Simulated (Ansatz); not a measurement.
Runs of Ansatz 0.2.0 on P. It takes space group Cmce (No. 64, orthorhombic). The conventional cell has a = 3.295 Å, b = 10.930 Å, c = 4.544 Å, α = 90.00°, β = 90.00°, γ = 90.00°. P (site symmetry m) has 3 P at 2.20 to 2.25 Å as nearest neighbours. 

```csv
task,level,cell,k mesh,smearing,atoms under strain,gap on the mesh (eV),pressure (GPa),relaxed volume (Å³/atom),largest force (eV/Å)
elastic constants,LDA,as given,6 × 6 × 5,fermi-dirac 0.05 eV,relaxed,0.06,(b),-,-
relaxation of cell and atoms,BLYP+D4,relaxed,8 × 8 × 6,fermi-dirac 0.05 eV,-,(a),0.0,18.77,-
single point,PBE,as given,8 × 8 × 6,gaussian 0.013 eV,-,0.10,2.0,-,0.34
single point,PBE,as given,8 × 8 × 6,gaussian 0.029 eV,-,0.10,2.0,-,0.34
single point,PBE,as given,8 × 8 × 6,gaussian 0.024 eV,-,0.10,2.0,-,0.34
relaxation of cell and atoms,PBEsol+D4,relaxed,8 × 8 × 6,fermi-dirac 0.05 eV,-,-,0.0,16.20,-
single point,PBE,as given,8 × 8 × 6,gaussian 0.018 eV,-,0.10,2.0,-,0.34
single point,PBE,as given,8 × 8 × 6,gaussian 0.026 eV,-,0.10,2.0,-,0.34
relaxation of cell and atoms,RPBE+D4,relaxed,8 × 8 × 6,fermi-dirac 0.05 eV,-,-,0.0,15.45,-
single point,PBE,as given,8 × 8 × 6,gaussian 0.019 eV,-,0.10,2.0,-,0.34
single point,PBE,as given,8 × 8 × 6,gaussian 0.021 eV,-,0.10,2.0,-,0.34
single point,PBE+D4,as given,8 × 8 × 6,fermi-dirac 0.05 eV,-,0.10,-0.7,-,0.35
```

Alike in all rows: potentials or basis Ansatz PAW; no spin polarisation; cutoff (eV) 420.

Problem. Estimate the missing entries.

Solution. (a) 0.20; (b) -2.8.

Caveats: the PAW data sets come from PBE, with cores solved anew for the run's functional, which leaves a small shift of forces and pressure (some runs); the plane-wave basis is chosen anew once the cell has moved, so the energies of steps on either side of that aren't comparable (some runs); the volume moved by over 15 % at a fixed basis, so the end points are rough (some runs); odd divisions of the mesh miss points on the zone boundary, where band edges often lie, so the gap on the mesh can be too wide (some runs); the elastic tensor has a negative eigenvalue, so either the cell is unstable as it stands or the mesh is too thin (some runs).

A k mesh can miss the band edges.
